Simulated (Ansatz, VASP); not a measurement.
## HfSiO4 in VASP and in Ansatz

```
CELL_PARAMETERS angstrom
-3.32245 3.32245 3.00747
3.32245 -3.32245 3.00747
3.32245 3.32245 -3.00747
ATOMIC_POSITIONS crystal
Hf 0.00000 0.00000 0.00000
Hf 0.75000 0.25000 0.50000
Si 0.25000 0.75000 0.50000
Si 0.50000 0.50000 0.00000
O 0.13473 0.31894 0.81579
O 0.06894 0.75315 0.68421
O 0.06894 0.38473 0.31579
O 0.50315 0.31894 0.18421
O 0.68106 0.49685 0.81579
O 0.61527 0.93106 0.68421
O 0.24685 0.93106 0.31579
O 0.68106 0.86527 0.18421
```

Alike in both runs: task single point; functional PBE; k mesh 6 × 6 × 6; occupations gaussian, width 0.02 eV; no spin polarisation.

|  | VASP | Ansatz |
| --- | --- | --- |
| version | VASP 6.6.1 | Ansatz 0.2.0 |
| potentials or method | VASP PAW PBE potentials, release 64 (Hf_pv, Si, O) | scalar-relativistic, plane waves, PAW |
| plane-wave cutoff (eV) | 520 | 420 |
| valence electrons in the cell | 76 | 108 |

|  | VASP | Ansatz | Ansatz less VASP |
| --- | --- | --- | --- |
| gap on the k mesh at the Fermi level (eV) | 5.27 | 5.33 | +0.057 |
| least direct gap on the mesh (eV) | 5.60 | 5.65 | +0.053 |
| pressure (GPa) | -1.6 | 0.0 | +1.60 |
| largest component of the traceless stress (GPa) | 0.19 | 0.04 | -0.155 |
| rms of the force components (eV/Å) | 0.086 | 0.001 | -0.0854 |

Atom by atom the forces differ by 0.087 eV/Å (rms over components). The two sets of potentials don't hold the same shells in valence.

Caveats: spin-orbit coupling is left out, which moves the levels of the heavy elements. A k mesh can miss the band edges.
